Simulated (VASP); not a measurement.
# HfO2 (P2_12_12) in VASP: notebook, part 2 of 2

VASP 6.6.1. The steps go on from the part before.

**3. Optical spectrum, PBE**

The input, INCAR:

```
SYSTEM = HfO2
ALGO = Normal ; CSHIFT = 0.05
EDIFF = 1E-6 ; ENCUT = 520
GGA = PE ; ISIF = 2
ISMEAR = 0 ; LASPH = .TRUE.
LCHARG = .FALSE. ; LOPTICS = .TRUE.
LREAL = .FALSE. ; LWAVE = .FALSE.
NBANDS = 92 ; NEDOS = 1000
NELM = 100 ; PREC = Accurate
SIGMA = 0.02
```

The input, KPOINTS:

```
k-points
0
G
  4 4 5
  0 0 0
```

The input, POSCAR:

```
HfO2
1.0
    5.0803194000      0.0000000000      0.0000000000
    0.0000000000      5.1648674500      0.0000000000
    0.0000000000      0.0000000000      4.8908836500
Hf O
4 8
Direct
    0.2225908200      0.7817995800      0.2720679400
    0.7225908200      0.7182004200      0.7279320600
    0.7774091800      0.2182004200      0.2720679400
    0.2774091800      0.2817995800      0.7279320600
    0.1868153200      0.1636487800      0.1045346200
    0.6868153200      0.3363512200      0.8954653800
    0.8131846800      0.8363512200      0.1045346200
    0.3131846800      0.6636487800      0.8954653800
    0.0000000000      0.5000000000      0.4890544500
    0.5000000000      0.0000000000      0.5109455500
    0.0000000000      0.0000000000      0.5756249900
    0.5000000000      0.5000000000      0.4243750100
```

Potentials or basis: VASP PAW PBE potentials, release 64 (Hf_pv, O).

The run is started by

```sh
$ cat potpaw_PBE.64/Hf_pv/POTCAR potpaw_PBE.64/O/POTCAR > POTCAR
$ mpirun -np 1 vasp_std > vasp.out
```

OUTCAR:

```text
SYSTEM = HfO2
   EDIFF = 1E-6
   ENCUT = 520
   GGA = PE
   ISIF = 2
   ISMEAR = 0
   LASPH = .TRUE.
   LREAL = .FALSE.
   NELM = 100
   PREC = Accurate

 ion  position               nearest neighbor table
   1  0.223  0.782  0.272-   8 1.99   9 2.13   5 2.14  10 2.15  12 2.16  11 2.18   7 2.25   3 3.19
                             2 3.40   2 3.40   4 3.42   4 3.42   3 3.61   3 3.69   2 3.69   2 3.69
   2  0.723  0.718  0.728-   7 1.99  10 2.13   6 2.14   9 2.15  11 2.16  12 2.18   8 2.25   4 3.19
                             1 3.40   1 3.40   3 3.42   3 3.42   4 3.61   4 3.69   1 3.69   1 3.69
   3  0.777  0.218  0.272-   6 1.99   9 2.13   7 2.14  10 2.15  12 2.16  11 2.18   5 2.25   1 3.19
                             4 3.40   4 3.40   2 3.42   2 3.42   1 3.61   1 3.69   4 3.69   4 3.69
   4  0.277  0.282  0.728-   5 1.99  10 2.13   8 2.14   9 2.15  11 2.16  12 2.18   6 2.25   2 3.19
                             3 3.40   3 3.40   1 3.42   1 3.42   2 3.61   2 3.69   3 3.69   3 3.69
[... 1794 lines left out ...]
    61.59666     0.00000     0.00000     0.00000     0.00000     0.00000     0.00000
    62.22520     0.00000     0.00000     0.00000     0.00000     0.00000     0.00000

  frequency dependent      REAL DIELECTRIC FUNCTION (independent particle, no local field effects) density-density
     E(ev)        X           Y           Z          XY          YZ          ZX
  --------------------------------------------------------------------------------------------------------------
     0.00000     4.89199     5.07996     5.35004     0.00000     0.00000     0.00000
     0.62854     4.91393     5.10320     5.37631     0.00000     0.00000     0.00000
     1.25707     4.98199     5.17532     5.45787     0.00000     0.00000     0.00000
     1.88561     5.10360     5.30431     5.60386     0.00000     0.00000     0.00000
     2.51415     5.29444     5.50714     5.83332     0.00000     0.00000     0.00000
     3.14269     5.58746     5.81989     6.18487     0.00000     0.00000     0.00000
[... 92 lines left out ...]
    61.59666     0.75108     0.74693     0.74654     0.00000     0.00000     0.00000
    62.22520     0.75813     0.75410     0.75374     0.00000     0.00000     0.00000

  frequency dependent IMAGINARY DIELECTRIC FUNCTION (independent particle, no local field effects) current-current
     E(ev)      X         Y         Z        XY        YZ        ZX
  --------------------------------------------------------------------------------------------------------------
     0.00000     0.00000     0.00000     0.00000     0.00000     0.00000     0.00000
     0.62854     0.00000     0.00000     0.00000     0.00000     0.00000     0.00000
     1.25707     0.00000     0.00000     0.00000     0.00000     0.00000     0.00000
     1.88561     0.00000     0.00000     0.00000     0.00000     0.00000     0.00000
     2.51415     0.00000     0.00000     0.00000     0.00000     0.00000     0.00000
     3.14269     0.00000     0.00000     0.00000     0.00000     0.00000     0.00000
[... 92 lines left out ...]
    61.59666     0.00000     0.00000    -0.00000     0.00000     0.00000     0.00000
    62.22520     0.00000     0.00000    -0.00000     0.00000     0.00000     0.00000

  frequency dependent      REAL DIELECTRIC FUNCTION (independent particle, no local field effects) current-current
     E(ev)        X           Y           Z          XY          YZ          ZX
  --------------------------------------------------------------------------------------------------------------
     0.00000     4.89172     5.07953     5.34962     0.00000     0.00000     0.00000
     0.62854     4.91344     5.10254     5.37562     0.00000     0.00000     0.00000
     1.25707     4.98147     5.17462     5.45715     0.00000     0.00000     0.00000
     1.88561     5.10304     5.30357     5.60307     0.00000     0.00000     0.00000
     2.51415     5.29380     5.50631     5.83242     0.00000     0.00000     0.00000
     3.14269     5.58667     5.81888     6.18376     0.00000     0.00000     0.00000
[... 92 lines left out ...]
    61.59666     0.75108     0.74693     0.74654     0.00000     0.00000     0.00000
    62.22520     0.75813     0.75410     0.75374     0.00000     0.00000     0.00000
```

OSZICAR:

```text
N       E                     dE             d eps       ncg     rms          rms(c)
DAV:   1     0.494131459788E+03    0.49413E+03   -0.45341E+04  4976   0.967E+02
DAV:   2    -0.112136978983E+03   -0.60627E+03   -0.57327E+03  5596   0.296E+02
DAV:   3    -0.142406740564E+03   -0.30270E+02   -0.29974E+02  5880   0.569E+01
DAV:   4    -0.142607373990E+03   -0.20063E+00   -0.20047E+00  5880   0.467E+00
DAV:   5    -0.142608543279E+03   -0.11693E-02   -0.11692E-02  5632   0.343E-01    0.108E+02
DAV:   6    -0.121267277105E+03    0.21341E+02   -0.34715E+01  5216   0.254E+01    0.831E+01
DAV:   7    -0.120968605315E+03    0.29867E+00   -0.40285E+00  5592   0.642E+00    0.523E+01
DAV:   8    -0.120995273614E+03   -0.26668E-01   -0.54593E-01  5252   0.333E+00    0.215E+01
DAV:   9    -0.120894628684E+03    0.10064E+00   -0.17365E-01  5208   0.175E+00    0.762E+00
DAV:  10    -0.120894677938E+03   -0.49254E-04   -0.16723E-02  5676   0.429E-01    0.135E+00
DAV:  11    -0.120894550299E+03    0.12764E-03   -0.12332E-03  5424   0.154E-01    0.298E-01
DAV:  12    -0.120894603201E+03   -0.52902E-04   -0.13722E-04  5540   0.387E-02    0.138E-01
DAV:  13    -0.120894600671E+03    0.25295E-05   -0.76083E-06  5440   0.126E-02    0.206E-02
DAV:  14    -0.120894601314E+03   -0.64212E-06   -0.14342E-06  4940   0.555E-03
   1 F= -.12089460E+03 E0= -.12089460E+03  d E =-.208751E-21
 imaginary and real dielectric function
```

Wall time 9.9 min (1 thread of AMD EPYC, shared host); peak memory 0.58 GiB.

Results:

| Item | Value |
| --- | --- |
| Free energy | -120.8946 eV |
| Pressure | 6.5 GPa |
| Largest force | 0.105 eV/Å |
| Band gap on the k mesh | 3.91 eV, direct |

Forces on the atoms (eV/Å):
```
Hf   0.024 -0.013  0.000
Hf   0.024  0.013  0.000
Hf  -0.024  0.013  0.000
Hf  -0.024 -0.013  0.000
O    0.013  0.026  0.101
O    0.013 -0.026 -0.101
O   -0.013 -0.026  0.101
O   -0.013  0.026 -0.101
O    0.000  0.000 -0.003
O    0.000  0.000  0.003
O    0.000  0.000  0.098
O    0.000  0.000 -0.098
```

Levels at points of the mesh, in eV from the valence-band top:
```
           k point  band 40  band 41  band 42  band 43  band 44  band 45  band 46  band 47  band 48  band 49
(0.00, 0.00, 0.00)    -1.15    -1.02    -0.21    -0.11    -0.11     4.13     4.69     5.09     5.54     5.63
(0.50, 0.00, 0.00)    -1.07    -0.54    -0.54    -0.21    -0.21     4.66     4.66     5.61     5.61     5.81
(0.00, 0.50, 0.00)    -0.93    -0.57    -0.57    -0.18    -0.18     4.63     4.63     5.47     5.47     5.74
(0.50, 0.50, 0.00)    -1.36    -0.85    -0.85    -0.37    -0.37     5.04     5.04     5.71     5.71     5.75
```

Dielectric function (mean over the directions given):
```
energy (eV)  real part  imaginary part
       0.25       5.11            0.00
       0.88       5.15            0.00
       1.57       5.26            0.00
       2.26       5.45            0.00
       2.95       5.75            0.00
       3.65       6.26            0.00
       4.27       7.07            0.15
       4.97       8.64            0.91
       5.66       9.02            4.48
       6.35       7.61            6.09
       7.04       6.01            6.90
       7.73       4.01            7.28
       8.36       2.75            7.96
       9.05       2.27            7.89
       9.74       0.08            7.38
      10.43      -0.83            6.96
      11.13      -1.34            5.01
      11.82      -2.19            3.38
      12.45      -2.11            2.27
      13.14      -0.89            1.41
      13.83      -0.54            1.04
      14.52      -0.21            0.96
      15.21       0.22            1.07
      15.90       0.23            1.37
      16.53       0.28            0.94
      17.22       0.35            0.98
      17.91       0.38            1.32
      18.60       0.52            1.47
      19.30       0.60            1.27
      19.99       0.52            1.27
```

Caveat: spectra need much finer meshes, so this one isn't converged; independent-particle spectra lack excitons; spin-orbit coupling is left out, which moves the levels of the heavy elements; an odd mesh through Γ misses points on the zone boundary, where band edges often lie.

**4. Density of states, PBE**

POSCAR is that of step 3.

The input, INCAR.step1:

```
SYSTEM = HfO2
  ALGO = Normal
  EDIFF = 1E-7
  ENCUT = 520
  GGA = PE
  ISIF = 2
  ISMEAR = 0
  LASPH = .True.
  LCHARG = .True.
  LMAXMIX = 4
  LREAL = .False.
  LWAVE = .False.
  NBANDS = 56
  NELM = 100
  PREC = Accurate
  SIGMA = 0.02
```

The input, KPOINTS.step1:

```
k-points
0
Gamma
  4 4 5
  0 0 0
```

The input, INCAR.step2:

```
SYSTEM = HfO2
  ALGO = Normal
  EDIFF = 1E-7
  ENCUT = 520
  GGA = PE
  ICHARG = 11
  ISIF = 2
  ISMEAR = -5
  LASPH = .True.
  LCHARG = .False.
  LMAXMIX = 4
  LORBIT = 10
  LREAL = .False.
  LWAVE = .False.
  NBANDS = 56
  NEDOS = 2001
  NELM = 100
  PREC = Accurate
  SIGMA = 0.02
```

The input, KPOINTS.step2:

```
k-points
0
Gamma
  6 6 8
  0 0 0
```

The run is started by

```sh
$ cat potpaw_PBE.64/Hf_pv/POTCAR potpaw_PBE.64/O/POTCAR > POTCAR
$ cp INCAR.step1 INCAR
$ cp KPOINTS.step1 KPOINTS
$ mpirun -np 1 vasp_std > vasp.out
$ cp INCAR.step2 INCAR
$ cp KPOINTS.step2 KPOINTS
$ mpirun -np 1 vasp_std > vasp.out
```

Wall time 17 min (1 thread of AMD EPYC, shared host); peak memory 0.47 GiB.

It converged, with:

* Valence electrons inside the program's atomic spheres: Hf 8.44; O 5.10, 5.14, 5.13

Levels at points of the mesh, in eV from the valence-band top:
| k point | band 41 | band 42 | band 43 | band 44 | band 45 | band 46 | band 47 | band 48 |
| --- | --- | --- | --- | --- | --- | --- | --- | --- |
| (0.00, 0.00, 0.00) | -1.05 | -0.24 | -0.14 | -0.14 | 4.10 | 4.66 | 5.06 | 5.51 |
| (0.50, 0.00, 0.00) | -0.57 | -0.57 | -0.24 | -0.24 | 4.63 | 4.63 | 5.58 | 5.58 |
| (0.00, 0.50, 0.00) | -0.60 | -0.60 | -0.21 | -0.21 | 4.60 | 4.60 | 5.44 | 5.44 |
| (0.50, 0.50, 0.00) | -0.88 | -0.88 | -0.40 | -0.40 | 5.01 | 5.01 | 5.68 | 5.68 |
| (0.00, 0.00, 0.50) | -0.81 | -0.66 | -0.04 | 0.00 | 3.82 | 4.87 | 5.48 | 5.58 |
| (0.50, 0.00, 0.50) | -0.85 | -0.85 | -0.22 | -0.22 | 4.75 | 4.75 | 5.12 | 5.12 |
| (0.00, 0.50, 0.50) | -0.78 | -0.78 | -0.19 | -0.19 | 4.71 | 4.71 | 5.22 | 5.22 |
| (0.50, 0.50, 0.50) | -1.48 | -1.48 | -0.27 | -0.27 | 5.05 | 5.05 | 5.26 | 5.26 |

States per cell in windows of 1 eV (zero at the valence-band top; states under -8 eV left out):
```
from (eV)  total  Hf1_d  Hf2_d  Hf3_d  Hf4_d  O9_p  O10_p
     -8.0   0.00   0.00   0.00   0.00   0.00  0.00   0.00
     -7.0   0.00   0.00   0.00   0.00   0.00  0.00   0.00
     -6.0   3.73   0.13   0.13   0.13   0.13  0.37   0.37
     -5.0   9.60   0.38   0.38   0.38   0.38  1.09   1.09
     -4.0   6.71   0.25   0.25   0.25   0.25  0.54   0.54
     -3.0  10.28   0.31   0.31   0.31   0.31  0.66   0.66
     -2.0  10.09   0.20   0.20   0.20   0.20  0.66   0.66
     -1.0   7.59   0.07   0.07   0.07   0.07  0.24   0.24
      0.0   0.00   0.00   0.00   0.00   0.00  0.00   0.00
      1.0   0.00   0.00   0.00   0.00   0.00  0.00   0.00
      2.0   0.00   0.00   0.00   0.00   0.00  0.00   0.00
      3.0   0.02   0.00   0.00   0.00   0.00  0.00   0.00
      4.0   3.95   0.62   0.62   0.62   0.62  0.03   0.03
      5.0   8.44   1.42   1.42   1.42   1.42  0.10   0.10
      6.0   7.15   1.25   1.25   1.25   1.25  0.10   0.10
      7.0   4.41   0.73   0.73   0.73   0.73  0.10   0.10
```

The run has no spin-orbit coupling, so splittings on Hf are missing.

**5. Summary**

```csv
task,k mesh,k mesh for the DOS,occupations for the DOS,gap on the mesh (eV)
dielectric tensor,3 × 3 × 4,-,-,3.82
optical spectrum,4 × 4 × 5,-,-,3.91
density of states,4 × 4 × 5,6 × 6 × 8,tetrahedron,-
```

Alike in all rows: level PBE; potentials or basis VASP PAW PBE potentials, release 64 (Hf_pv, O); no spin polarisation; cell as given; cutoff (eV) 520; smearing gaussian 0.02 eV.

Caveats: spin-orbit coupling is left out, which moves the levels of the heavy elements (some runs); an odd mesh through Γ misses points on the zone boundary, where band edges often lie (some runs); spectra need much finer meshes, so this one isn't converged (some runs); independent-particle spectra lack excitons (some runs).

Absolute energies hang on the potentials; compare differences alone.
